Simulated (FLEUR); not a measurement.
**Sb: band structure with PBEsol**

Crystal: Sb.

```
CELL_PARAMETERS angstrom
-1.57654 1.57654 2.71194
1.57654 -1.57654 2.71194
1.57654 1.57654 -2.71194
ATOMIC_POSITIONS crystal
Sb 0.00000 0.00000 0.00000
```

This isn't the form of Sb at room conditions, which is rhombohedral.

```yaml
Program: FLEUR MaX-R8.1 (later development tree)
Task: band structure
Functional: PBEsol
Potentials_or_basis: all-electron
Basis: FLAPW
Kmax: 4.1 1/bohr
k_mesh: 12 × 12 × 12
Occupations: fermi-dirac, width 0.05 eV
Spin: no spin polarisation
Gmax: 12.7 1/bohr
Muffin-tin_radii: Sb 2.66 bohr
lmax: Sb 10
lnonsphr: Sb 10
Local_orbitals_a_species: Sb 6
Max_iterations: 60
Mixing_factor: 0.05
Mixer: Anderson
Mixer_history: 15
Density_convergence: 1e-05 me/bohr^3
```

The band gap along the path is none (metal or under the smearing width) and the valence electrons inside the program's atomic spheres are Sb 19.04 (radii Sb 2.66 bohr).

Levels at the corners of the path, in eV from the Fermi level:
| point | band 9 | band 10 | band 11 | band 12 | band 13 | band 14 |
| --- | --- | --- | --- | --- | --- | --- |
| Γ | -12.96 | 4.64 | 5.42 | 5.42 | 9.95 | 10.56 |
| X | -6.66 | -4.39 | -1.01 | 0.59 | 3.47 | 4.42 |
| Y | -7.29 | -3.42 | -2.25 | -1.80 | 7.36 | 8.74 |
| S | -8.42 | -4.03 | -3.92 | 3.70 | 7.45 | 14.86 |
| Γ | -12.96 | 4.64 | 5.42 | 5.42 | 9.95 | 10.56 |
| Z | -9.28 | -5.67 | 2.11 | 2.11 | 6.04 | 6.16 |
| S1 | -8.42 | -4.03 | -3.92 | 3.70 | 7.45 | 14.86 |
| N | -9.13 | -5.80 | 1.77 | 5.36 | 6.22 | 10.39 |
| P | -6.58 | -3.14 | -3.14 | -0.63 | 6.96 | 8.81 |
| Y1 | -7.29 | -3.42 | -2.25 | -1.80 | 7.36 | 8.74 |
| Z | -9.28 | -5.67 | 2.11 | 2.11 | 6.04 | 6.16 |
| X | -6.66 | -4.39 | -1.01 | 0.59 | 3.47 | 4.42 |
| P | -6.58 | -3.14 | -3.14 | -0.63 | 6.96 | 8.81 |

Core levels (eV from the Fermi level):
```tsv
atom	levels
1 Sb	1s1/2 -30265.9, 2s1/2 -4601.0, 2p1/2 -4304.8, 2p3/2 -4053.1, 3s1/2 -898.5, 3p1/2 -777.4, 3p3/2 -731.0, 4s1/2 -144.3, 3d3/2 -516.9, 3d5/2 -507.3
```

It took 43 s on 1 thread of Arm Neoverse V2, on a shared host, peak memory 0.09 GiB.

Caveat: spin-orbit coupling is left out, which moves the levels of the heavy elements.
